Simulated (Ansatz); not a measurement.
## SiC: rigid cleavage

Theory: DFT r2SCAN, scalar-relativistic, plane waves, PAW (Ansatz 0.2.0). Cutoff 500 eV, Γ-centred 8×8×3 k-points, Gaussian smearing of 0.05 eV. No spin polarisation. Energies are free energies at this smearing, counted from the undisturbed cell; pressure is positive in compression.

Zero of the scan (as given, not relaxed at this level; it stands at 0.2 GPa):

```yaml
crystal:
  lattice:
    - [-3.07600, 0.00000, 0.00000]
    - [-1.53800, -2.66389, 0.00000]
    - [0.00000, 0.00000, 10.09600]
  atoms:
    - { symbol: Si, position: [0.33333, 0.33333, 0.65375] }
    - { symbol: Si, position: [0.33333, 0.33333, 0.15375] }
    - { symbol: Si, position: [0.66667, 0.66667, 0.90375] }
    - { symbol: Si, position: [0.66667, 0.66667, 0.40375] }
    - { symbol: C, position: [0.33333, 0.33333, 0.84625] }
    - { symbol: C, position: [0.33333, 0.33333, 0.34625] }
    - { symbol: C, position: [0.66667, 0.66667, 0.09625] }
    - { symbol: C, position: [0.66667, 0.66667, 0.59625] }
```

The cut lies on the cell's a–b face, a (0 0 1) plane (indices in the standard cell, whose axes needn't be the Cartesian ones shown) of area 8.19 Å², between layers 1.94 Å apart. Vector c is lengthened by d along the normal with the atoms' Cartesian places fixed: one unrelaxed cut a cell.

```
d (Å) energy (J/m²) traction dE/dd (GPa) gap on the mesh (eV)
-0.30           1.75                -156.4                  2.73
-0.15           0.29                 -50.2                  2.89
 0.00           0.00                   6.1                  2.95
 0.25              ?                     ?                  3.01
 0.50           1.98                  52.7                  2.56
 0.75              ?                  50.1                     ?
 1.00           4.45                  43.9                  1.31
 1.50           6.29                  29.9                  0.54
 2.00           7.48                  18.2                  0.13
 3.00           8.44                   3.7                  0.00
 4.50              ?                   0.3                  0.00
 6.00           8.66                   0.1                  0.00
```

Where the gap reads zero the k-mesh, chosen for the insulator, is on the coarse side.

**Question.** Give the withheld values.

**Answer.** energy (J/m²) at d (Å) = 0.25: 0.73; traction dE/dd (GPa) at d (Å) = 0.25: 44.4; energy (J/m²) at d (Å) = 0.75: 3.27; gap on the mesh (eV) at d (Å) = 0.75: 1.89; energy (J/m²) at d (Å) = 4.50: 8.63.